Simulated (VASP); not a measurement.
# TaAs in VASP: further runs

The runs below take TaAs through single point, with PBE, PBE+U.

All numbers are computed with VASP 6.6.1; they aren't measurements. Logs are shortened: lines on timing, memory, paths and dates and some standing lists are left out, and cuts for length are marked.

**1. Starting point**

The cell holds a slab with vacuum, 8 atoms: a = 3.444 Å, b = 3.444 Å, c = 24.772 Å, α = 90.00°, β = 90.00°, γ = 90.00°.

**2. Single point, PBE**

Contents of INCAR:

```
SYSTEM = TaAs
PREC = Accurate ; ENCUT = 520
EDIFF = 1E-7 ; ISMEAR = -1
SIGMA = 0.05 ; LREAL = .False.
LASPH = .True. ; NELM = 100
ALGO = Fast ; ISIF = 2
LWAVE = .False. ; LCHARG = .False.
LDIPOL = .True. ; IDIPOL = 3
DIPOL = 0.5 0.5 0.500 ; GGA = PE
NBANDS = 42
```

Contents of KPOINTS:

```
Automatic mesh
0
Gamma
  6 6 1
  0 0 0
```

Contents of POSCAR:

```
TaAs
1.0
    3.4436267244      0.0000000000      0.0000000000
    0.0000000000      3.4436267244      0.0000000000
    0.0000000000      0.0000000000     24.7720569659
Ta As
4 4
Direct
    0.5000000000      0.5000000000      0.3027604857
    0.0000000000      0.5000000000      0.4211992077
    0.0000000000      0.0000000000      0.5396379297
    0.5000000000      0.0000000000      0.6580766517
    0.0000000000      0.0000000000      0.3419233483
    0.5000000000      0.0000000000      0.4603620703
    0.5000000000      0.5000000000      0.5788007923
    0.0000000000      0.5000000000      0.6972395143
```

Potentials or basis: VASP PAW PBE potentials, release 64 (Ta_pv, As).

Command:

```sh
> cat potpaw_PBE.64/Ta_pv/POTCAR potpaw_PBE.64/As/POTCAR > POTCAR
> mpirun -np 1 vasp_std > vasp.out
```

OUTCAR:

```text
SYSTEM = TaAs
   PREC = Accurate
   ENCUT = 520
   EDIFF = 1E-7
   ISMEAR = -1
   LREAL = .False.
   LASPH = .True.
   NELM = 100
   ISIF = 2
   GGA = PE

 ion  position               nearest neighbor table
   1  0.500  0.500  0.303-   5 2.62   5 2.62   5 2.62   5 2.62   2 3.40   2 3.40
   2  0.000  0.500  0.421-   5 2.61   5 2.61   6 2.62   6 2.62   6 2.62   6 2.62   3 3.40   1 3.40
                             3 3.40   1 3.40
   3  0.000  0.000  0.540-   6 2.61   6 2.61   7 2.62   7 2.62   7 2.62   7 2.62   4 3.40   4 3.40
                             2 3.40   2 3.40
   4  0.500  0.000  0.658-   7 2.61   7 2.61   8 2.62   8 2.62   8 2.62   8 2.62   3 3.40   3 3.40

   5  0.000  0.000  0.342-   2 2.61   2 2.61   1 2.62   1 2.62   1 2.62   1 2.62
   6  0.500  0.000  0.460-   3 2.61   3 2.61   2 2.62   2 2.62   2 2.62   2 2.62
   7  0.500  0.500  0.579-   4 2.61   4 2.61   3 2.62   3 2.62   3 2.62   3 2.62
   8  0.000  0.500  0.697-   4 2.62   4 2.62   4 2.62   4 2.62

  LATTYP: Found a simple tetragonal cell.
 ALAT       =     3.4436267244
 C/A-ratio  =     7.1935952844

  Lattice vectors:

 A1 = (   3.4436267244,   0.0000000000,   0.0000000000)
 A2 = (   0.0000000000,   3.4436267244,   0.0000000000)
 A3 = (   0.0000000000,   0.0000000000,  24.7720569659)

Analysis of symmetry for initial positions (statically):
=====================================================================
 Subroutine PRICEL returns:
 Original cell was already a primitive cell.

 Routine SETGRP: Setting up the symmetry group for a
 simple tetragonal supercell.

 Subroutine GETGRP returns: Found  4 space group operations
 (whereof  4 operations were pure point group operations)
 out of a pool of 16 trial point group operations.

The static configuration has the point symmetry C_2v.

Analysis of symmetry for dynamics (positions and initial velocities):
=====================================================================
 Subroutine PRICEL returns:
 Original cell was already a primitive cell.

 Routine SETGRP: Setting up the symmetry group for a
 simple tetragonal supercell.

 Subroutine GETGRP returns: Found  4 space group operations
 (whereof  4 operations were pure point group operations)
 out of a pool of 16 trial point group operations.

The dynamic configuration has the point symmetry C_2v.

 Subroutine INISYM returns: Found  4 space group operations
 (whereof  4 operations are pure point group operations),
 and found     1 'primitive' translations

----------------------------------------------------------------------------------------

                                     Primitive cell

  volume of cell :     293.7610

  direct lattice vectors                    reciprocal lattice vectors
     3.443626724  0.000000000  0.000000000     0.290391520  0.000000000  0.000000000
     0.000000000  3.443626724  0.000000000     0.000000000  0.290391520  0.000000000
     0.000000000  0.000000000 24.772056966     0.000000000  0.000000000  0.040368065

  length of vectors
     3.443626724  3.443626724 24.772056966     0.290391520  0.290391520  0.040368065

  position of ions in fractional coordinates (direct lattice)
     0.500000000  0.500000000  0.302760486
     0.000000000  0.500000000  0.421199208
     0.000000000  0.000000000  0.539637930
     0.500000000  0.000000000  0.658076652
     0.000000000  0.000000000  0.341923348
     0.500000000  0.000000000  0.460362070
     0.500000000  0.500000000  0.578800792
     0.000000000  0.500000000  0.697239514

  ion indices of the primitive-cell ions
   primitive index   ion index
                 1           1
                 2           2
                 3           3
                 4           4
                 5           5
                 6           6
                 7           7
                 8           8

----------------------------------------------------------------------------------------

 KPOINTS: Automatic mesh

Automatic generation of k-mesh.
 Grid dimensions read from file:
 generate k-points for:    6    6    1

 Generating k-lattice:

  Cartesian coordinates                     Fractional coordinates (reciprocal lattice)
     0.048398587  0.000000000  0.000000000     0.166666667  0.000000000  0.000000000
     0.000000000  0.048398587  0.000000000     0.000000000  0.166666667  0.000000000
     0.000000000  0.000000000  0.040368065     0.000000000  0.000000000  1.000000000

  Length of vectors
     0.048398587  0.048398587  0.040368065

  Shift w.r.t. Gamma in fractional coordinates (k-lattice)
     0.000000000  0.000000000  0.000000000

 Subroutine IBZKPT returns following result:
 ===========================================

 Found     16 irreducible k-points:

 Following reciprocal coordinates:
            Coordinates               Weight
  0.000000  0.000000  0.000000      1.000000
  0.166667  0.000000  0.000000      2.000000
  0.000000  0.166667  0.000000      2.000000
  0.333333  0.000000  0.000000      2.000000
  0.000000  0.333333  0.000000      2.000000
  0.500000  0.000000  0.000000      1.000000
[... 8 lines left out ...]
 -0.333333  0.500000  0.000000      2.000000
  0.500000  0.500000  0.000000      1.000000
   k-points           NKPTS =     16   k-points in BZ     NKDIM =     16   number of bands    NBANDS=     42
   number of dos      NEDOS =    301   number of ions     NIONS =      8
   total plane-waves  NPLWV = 150528
   dimension x,y,z NGX =    28 NGY =   28 NGZ =  192
   dimension x,y,z NGXF=    56 NGYF=   56 NGZF=  384
   ions per type =               4   4
   NGX,Y,Z   is equivalent  to a cutoff of  13.52, 13.52, 12.89 a.u.
   NGXF,Y,Z  is equivalent  to a cutoff of  27.03, 27.03, 25.77 a.u.
 SYSTEM =  TaAs
   PREC   = accura    normal or accurate (medium, high low for compatibility)
   ISTART =      0    job   : 0-new  1-cont  2-samecut
   ICHARG =      2    charge: 1-file 2-atom 10-const
   ISPIN  =      1    spin polarized calculation?
   LNONCOLLINEAR =      F non collinear calculations
   LSORBIT =      F    spin-orbit coupling
   LASPH  =      T    aspherical Exc in radial PAW
   ENCUT  =  520.0 eV  38.22 Ry    6.18 a.u.   6.40  6.40 46.06*2*pi/ulx,y,z
   NELM   =    100;   NELMIN=  2; NELMDL= -5     # of ELM steps
   EDIFF  = 0.1E-06   stopping-criterion for ELM
   LREAL  =      F    real-space projection
   EDIFFG = 0.1E-05   stopping-criterion for IOM
   NSW    =      0    number of steps for IOM
   IBRION =     -1    ionic relax: 0-MD 1-quasi-New 2-CG
   NFREE  =      0    steps in history (QN), initial steepest desc. (CG)
   ISIF   =      2    stress and relaxation
   ISYM   =      2    0-nonsym 1-usesym 2-fastsym
   POTIM  = 0.5000    time-step for ionic-motion
   TEBEG  =    0.0;   TEEND  =   0.0 temperature during run
   PSTRESS=    0.0 pullay stress
   NELECT =      64.0000    total number of electrons
   NUPDOWN=      -1.0000    fix difference up-down
   EMIN   =  10.00;   EMAX   =-10.00  energy-range for DOS
   EFERMI =   0.00;   METHOD = LEGACY
   ISMEAR =    -1;   SIGMA  =   0.05  broadening in eV -4-tet -1-fermi 0-gaus
   EFERMI_NEDOS =   21; number of points for ismear=-14 and -15
   IALGO  =     68    algorithm
   IMIX   =      4    mixing-type and parameters
     AMIX     =   0.40;   BMIX     =  1.00
     AMIX_MAG =   1.60;   BMIX_MAG =  1.00
  volume/ion in A,a.u.               =      36.72       247.80
  Fermi-wavevector in a.u.,A,eV,Ry     =   0.985077  1.861525 13.202771  0.970376
  Thomas-Fermi vector in A             =   2.116357
   LORBIT       =      0    0 simple, 1 ext, 2 COOP (PROOUT), +10 PAW based schemes
   GGA     = PE    functional components
   LHFCALC =     F    Hartree Fock is set to
   AEXX    =    0.0000 exact exchange contribution
   IVDW    =     0    specifies the selected vdW correction
   LEPSILON=     F    determine dielectric tensor
   LRPA    =     F    only Hartree local field effects (RPA)
 non-spin polarized calculation
 RMM-DIIS sequential band-by-band and
  energy-cutoff  :      520.00
  volume of cell :      293.76
 maximum number of plane-waves:      7941
 NGX is ok and might be reduce to    28
   NGX = 13   NGY = 13   NGZ = 93

 dipolmoment           0.000000      0.000000     -0.259300 electrons x Angstroem

 number of electron      64.0000003 magnetization

 dipolmoment           0.000000      0.000000      0.037382 electrons x Angstroem

 Free energy of the ion-electron system (eV)
  ---------------------------------------------------
  ext. energy  EPLUGINS =         0.00000000
  ---------------------------------------------------
  free energy    TOTEN  =       -66.98521825 eV

  energy without entropy =      -66.94598660  energy(sigma->0) =      -66.96560242

 E-fermi :   0.8374     XC(G=0):  -6.4376

 val. band max:        0.8094716372   @ k =   0.0000   0.1667   0.0000
 cond. band min:       0.8898908715   @ k =   0.5000   0.3333   0.0000
 fundamental gap:      0.0804192343
 Fermi energy:         0.8373957890

 k-point     1 :       0.0000    0.0000    0.0000
  band No.  band energies     occupation
      1     -34.1786      2.00000
      2     -34.1145      2.00000
      3     -34.0693      2.00000
      4     -34.0284      2.00000
      5     -33.9995      2.00000
      6     -33.9816      2.00000
[... 34 lines left out ...]
     41       3.8084      0.00000
     42       3.8986      0.00000

 k-point     2 :       0.1667    0.0000    0.0000
  band No.  band energies     occupation
      1     -34.1728      2.00000
      2     -34.1118      2.00000
      3     -34.0679      2.00000
      4     -34.0651      2.00000
      5     -34.0184      2.00000
      6     -33.9957      2.00000
[... 619 lines left out ...]
     41       4.2532      0.00000
     42       4.4808      0.00000

 k-point    16 :       0.5000    0.5000    0.0000
  band No.  band energies     occupation
      1     -34.1877      2.00000
      2     -34.1547      2.00000
      3     -34.1424      2.00000
      4     -34.1423      2.00000
      5     -34.1388      2.00000
      6     -34.0478      2.00000
[... 34 lines left out ...]
     41       4.6455      0.00000
     42       4.8189      0.00000

------------------------ aborting loop because EDIFF is reached ----------------------------------------

 vacuum level on the upper side and lower side of the slab       (xc-potential included)         0.211        -0.400

  FORCE on cell =-STRESS in cart. coord.  units (eV):
  Direction    XX          YY          ZZ          XY          YZ          ZX
  --------------------------------------------------------------------------------------
  -------------------------------------------------------------------------------------
  Total       -1.7415358     -0.4926301      0.8586130      0.0000000      0.0000000      0.0000000
  in kB       -9.4983632     -2.6868125      4.6828885      0.0000000      0.0000000      0.0000000
  external PRESSURE =      -2.5007624 kB  Pullay stress =       0.0000000 kB

 VOLUME and BASIS-vectors are now :
 -----------------------------------------------------------------------------
  energy-cutoff  :      520.00
  volume of cell :      293.76
      direct lattice vectors                 reciprocal lattice vectors
     3.443626724  0.000000000  0.000000000     0.290391520  0.000000000  0.000000000
     0.000000000  3.443626724  0.000000000     0.000000000  0.290391520  0.000000000
     0.000000000  0.000000000 24.772056966     0.000000000  0.000000000  0.040368065

 POSITION                                       TOTAL-FORCE (eV/Angst)
 -----------------------------------------------------------------------------------
      1.72181      1.72181      7.50000         0.000000      0.000000      0.913531
      0.00000      1.72181     10.43397         0.000000      0.000000     -0.153436
      0.00000      0.00000     13.36794         0.000000      0.000000     -0.294409
      1.72181      0.00000     16.30191         0.000000      0.000000     -0.209409
      0.00000      0.00000      8.47014         0.000000      0.000000     -0.943019
      1.72181      0.00000     11.40412         0.000000      0.000000      0.113043
      1.72181      1.72181     14.33809         0.000000      0.000000      0.076121
      0.00000      1.72181     17.27206         0.000000      0.000000      0.497577
 -----------------------------------------------------------------------------------
    total drift:                                0.000000     -0.000000     -0.000181

  FREE ENERGIE OF THE ION-ELECTRON SYSTEM (eV)
  ---------------------------------------------------
  free  energy   TOTEN  =       -66.9852182550 eV

  energy  without entropy=      -66.9459865950  energy(sigma->0) =      -66.96560242

 vacuum level on the upper side and lower side of the slab         5.733         5.124
```

Run time: 6.4 min. Hardware: 1 thread of Intel Xeon Platinum 8559C (Emerald Rapids), shared host; peak memory 0.47 GiB.

What came out:

```yaml
Free_energy: -66.9852 eV
Largest_force: 0.943 eV/Å
Band_gap_on_the_k_mesh: none (metal or under the smearing width)
```

Forces on the atoms (eV/Å):
```
Ta   0.000  0.000  0.914
Ta   0.000  0.000 -0.153
Ta   0.000  0.000 -0.294
Ta   0.000  0.000 -0.209
As   0.000  0.000 -0.943
As   0.000  0.000  0.113
As   0.000  0.000  0.076
As   0.000  0.000  0.498
```

**3. Single point, PBE+U**

Contents of INCAR:

```
SYSTEM = TaAs
PREC = Accurate ; ENCUT = 520
EDIFF = 1E-7 ; ISMEAR = -1
SIGMA = 0.05 ; LREAL = .False.
LASPH = .True. ; NELM = 100
ALGO = Fast ; ISIF = 2
LWAVE = .False. ; LCHARG = .False.
LMAXMIX = 4 ; LDAU = .True.
LDAUTYPE = 2 ; LDAUL = 2 -1
LDAUU = 2 0 ; LDAUJ = 0 0
LDAUPRINT = 1 ; LDIPOL = .True.
IDIPOL = 3 ; DIPOL = 0.5 0.5 0.500
GGA = PE ; NBANDS = 42
```

KPOINTS is that of step 2.

POSCAR is that of step 2.

Potentials or basis: VASP PAW PBE potentials, release 64 (Ta_pv, As).

Command:

```sh
> cat potpaw_PBE.64/Ta_pv/POTCAR potpaw_PBE.64/As/POTCAR > POTCAR
> mpirun -np 1 vasp_std > vasp.out
```

Run time: 6.4 min. Hardware: 1 thread of Intel Xeon Platinum 8559C (Emerald Rapids), shared host; peak memory 0.46 GiB.

It converged, with:

- Free energy: -59.7714 eV
- Largest force: 0.913 eV/Å
- Band gap on the k mesh: none (metal or under the smearing width)

Forces in eV/Å, atoms in the order of the input:
```
Ta   0.000  0.000  0.657
Ta   0.000  0.000 -0.140
Ta   0.000  0.000 -0.298
Ta   0.000  0.000 -0.204
As   0.000  0.000 -0.913
As   0.000  0.000  0.107
As   0.000  0.000  0.066
As   0.000  0.000  0.725
```

Levels at points of the mesh, in eV from the Fermi level:
```csv
k point,band 28,band 29,band 30,band 31,band 32,band 33,band 34,band 35
"(0.00, 0.00, 0.00)",-1.78,-1.28,-1.28,-0.53,-0.46,-0.29,1.17,1.38
"(0.50, 0.00, 0.00)",-1.82,-1.40,-1.12,-0.02,0.17,0.26,0.77,0.93
"(0.00, 0.50, 0.00)",-1.69,-0.83,-0.80,-0.12,0.06,0.24,0.31,0.42
"(0.50, 0.50, 0.00)",-1.49,-1.22,-1.08,-1.04,0.82,0.84,1.39,2.38
```

Eigenvalues of the final occupation matrices:
```csv
site,spin,trace,eigenvalues
site 1 d,1,1.14,0.20 0.20 0.24 0.24 0.26
site 1 d,2,1.14,0.20 0.20 0.24 0.24 0.26
site 2 d,1,1.18,0.23 0.23 0.24 0.24 0.24
site 2 d,2,1.18,0.23 0.23 0.24 0.24 0.24
site 3 d,1,1.18,0.21 0.23 0.24 0.24 0.25
site 3 d,2,1.18,0.21 0.23 0.24 0.24 0.25
site 4 d,1,1.15,0.19 0.20 0.24 0.25 0.27
site 4 d,2,1.15,0.19 0.20 0.24 0.25 0.27
```

Caveat: U without spin polarisation on a metal has little footing; the U is typed as a test and isn't derived for this compound.

**4. Single point, PBE+U**

Edit INCAR of step 3 so:

```diff
@@ -9,3 +9,3 @@
 LDAUTYPE = 2 ; LDAUL = 2 -1
-LDAUU = 2 0 ; LDAUJ = 0 0
+LDAUU = 3 0 ; LDAUJ = 0 0
 LDAUPRINT = 1 ; LDIPOL = .True.
```

KPOINTS is that of step 3.

POSCAR is that of step 3.

Command:

```sh
> cat potpaw_PBE.64/Ta_pv/POTCAR potpaw_PBE.64/As/POTCAR > POTCAR
> mpirun -np 1 vasp_std > vasp.out
```

Wall time 6.5 min (1 thread of Intel Xeon Platinum 8559C (Emerald Rapids), shared host); peak memory 0.46 GiB.

The run converged. Its results:

```yaml
Free_energy: -56.2384 eV
Largest_force: 0.895 eV/Å
Band_gap_on_the_k_mesh: none (metal or under the smearing width)
```

Forces on the atoms (eV/Å):
```
Ta   0.000  0.000  0.522
Ta   0.000  0.000 -0.132
Ta   0.000  0.000 -0.300
Ta   0.000  0.000 -0.203
As   0.000  0.000 -0.895
As   0.000  0.000  0.103
As   0.000  0.000  0.061
As   0.000  0.000  0.844
```

Levels at points of the mesh, in eV from the Fermi level:
```tsv
k point	band 27	band 28	band 29	band 30	band 31	band 32	band 33	band 34	band 35	band 36
(0.00, 0.00, 0.00)	-1.80	-1.80	-1.32	-1.32	-0.56	-0.49	-0.32	1.20	1.40	1.62
(0.50, 0.00, 0.00)	-2.12	-1.85	-1.40	-1.13	-0.01	0.16	0.29	0.80	0.95	1.14
(0.00, 0.50, 0.00)	-1.82	-1.70	-0.85	-0.80	-0.10	0.05	0.26	0.32	0.45	1.10
(0.50, 0.50, 0.00)	-3.14	-1.56	-1.25	-1.14	-1.09	0.82	0.84	1.36	2.38	3.00
```

Eigenvalues of the final occupation matrices:
| site | spin | trace | eigenvalues |
| --- | --- | --- | --- |
| site 1 d | 1 | 1.11 | 0.19 0.20 0.23 0.24 0.26 |
| site 1 d | 2 | 1.11 | 0.19 0.20 0.23 0.24 0.26 |
| site 2 d | 1 | 1.15 | 0.22 0.22 0.23 0.23 0.24 |
| site 2 d | 2 | 1.15 | 0.22 0.22 0.23 0.23 0.24 |
| site 3 d | 1 | 1.15 | 0.21 0.23 0.24 0.24 0.24 |
| site 3 d | 2 | 1.15 | 0.21 0.23 0.24 0.24 0.24 |
| site 4 d | 1 | 1.13 | 0.18 0.20 0.24 0.24 0.27 |
| site 4 d | 2 | 1.13 | 0.18 0.20 0.24 0.24 0.27 |

Caveat: U without spin polarisation on a metal has little footing; the U is typed as a test and isn't derived for this compound. Spin-orbit coupling is left out, which matters for the levels of Ta.

**5. Single point, PBE+U**

Edit INCAR of step 4 so:

```diff
@@ -9,3 +9,3 @@
 LDAUTYPE = 2 ; LDAUL = 2 -1
-LDAUU = 3 0 ; LDAUJ = 0 0
+LDAUU = 4 0 ; LDAUJ = 0 0
 LDAUPRINT = 1 ; LDIPOL = .True.
```

KPOINTS is that of step 4.

POSCAR is that of step 4.

Command:

```sh
> cat potpaw_PBE.64/Ta_pv/POTCAR potpaw_PBE.64/As/POTCAR > POTCAR
> mpirun -np 1 vasp_std > vasp.out
```

Wall time 8 min (1 thread of Intel Xeon Platinum 8559C (Emerald Rapids), shared host); peak memory 0.47 GiB.

Results (log left out):

* Free energy: -52.7577 eV
* Largest force: 0.967 eV/Å
* Band gap on the k mesh: none (metal or under the smearing width)

Forces in eV/Å, atoms in the order of the input:
```
Ta   0.000  0.000  0.383
Ta   0.000  0.000 -0.125
Ta   0.000  0.000 -0.302
Ta   0.000  0.000 -0.203
As   0.000  0.000 -0.877
As   0.000  0.000  0.100
As   0.000  0.000  0.056
As   0.000  0.000  0.967
```

Levels at points of the mesh, in eV from the Fermi level:
```
           k point  band 28  band 29  band 30  band 31  band 32  band 33  band 34  band 35
(0.00, 0.00, 0.00)    -1.81    -1.37    -1.36    -0.59    -0.52    -0.36     1.24     1.43
(0.50, 0.00, 0.00)    -1.89    -1.39    -1.15     0.00     0.15     0.31     0.83     0.98
(0.00, 0.50, 0.00)    -1.72    -0.88    -0.80    -0.09     0.04     0.29     0.34     0.49
(0.50, 0.50, 0.00)    -1.63    -1.28    -1.21    -1.13     0.81     0.84     1.33     2.38
```

Eigenvalues of the final occupation matrices:
| site | spin | trace | eigenvalues |
| --- | --- | --- | --- |
| site 1 d | 1 | 1.09 | 0.18 0.19 0.23 0.24 0.25 |
| site 1 d | 2 | 1.09 | 0.18 0.19 0.23 0.24 0.25 |
| site 2 d | 1 | 1.13 | 0.22 0.22 0.23 0.23 0.24 |
| site 2 d | 2 | 1.13 | 0.22 0.22 0.23 0.23 0.24 |
| site 3 d | 1 | 1.13 | 0.20 0.22 0.23 0.23 0.24 |
| site 3 d | 2 | 1.13 | 0.20 0.22 0.23 0.23 0.24 |
| site 4 d | 1 | 1.11 | 0.18 0.19 0.24 0.24 0.27 |
| site 4 d | 2 | 1.11 | 0.18 0.19 0.24 0.24 0.27 |

Caveat: U without spin polarisation on a metal has little footing; the U is typed as a test and isn't derived for this compound. The run has no spin-orbit coupling, so splittings on Ta are missing.

[end of part 1 of 2]
